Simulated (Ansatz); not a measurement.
Input of an Ansatz 0.2.0 run:

input.yaml

```yaml
crystal:
  lattice:
    - [-1.6, 1.6, 3.9305]
    - [1.6, -1.6, 3.9305]
    - [1.6, 1.6, -3.9305]
  atoms:
    - { symbol: Mo, position: [0.0, 0.0, 0.0] }
    - { symbol: Si, position: [0.667, 0.667, 0.0] }
    - { symbol: Si, position: [0.333, 0.333, 0.0] }
hamiltonian:
  xc: pbe
  pseudopotentials: { kind: paw }
  hubbard: { sites: [{ species: Mo, l: d, u_eff: 4.0 }] }
kpoints:
  mp_grid: { grid: [12, 12, 12] }
scf:
  occupations: { method: fermi_dirac, width: 0.05 }
  n_extra_bands: 7
output:
  forces: true
  stress: true
  eigenvalues: true
  dos: { projected: true, de: 0.05, nscf_kmesh: { grid: [18, 18, 18] } }
  write_density: true
  write_potential: true
  elf: true
  volumetric_format: npy
```

Potentials or basis: Ansatz PAW.

Launch:

```bash
$ ansatz run input.yaml --threads 2 --pin off --max-ram 5632MiB --backend cpu --events-out ev --progress --plain --runs-dir out
```

(1) Estimate the pressure.

(2) Estimate the density of states at the Fermi level.

(3) What does it give for the largest force?

(4) Predict the band gap on the k mesh.

Answers

(1) 1.3 GPa.

(2) 0.18 states/eV per cell.

(3) 0.552 eV/Å.

(4) none (metal or under the smearing width).

Caveat: U without spin polarisation on a metal has little footing; the U is typed as a test and isn't derived for this compound; the density of states is complete only up to the lowest level of the last band computed.
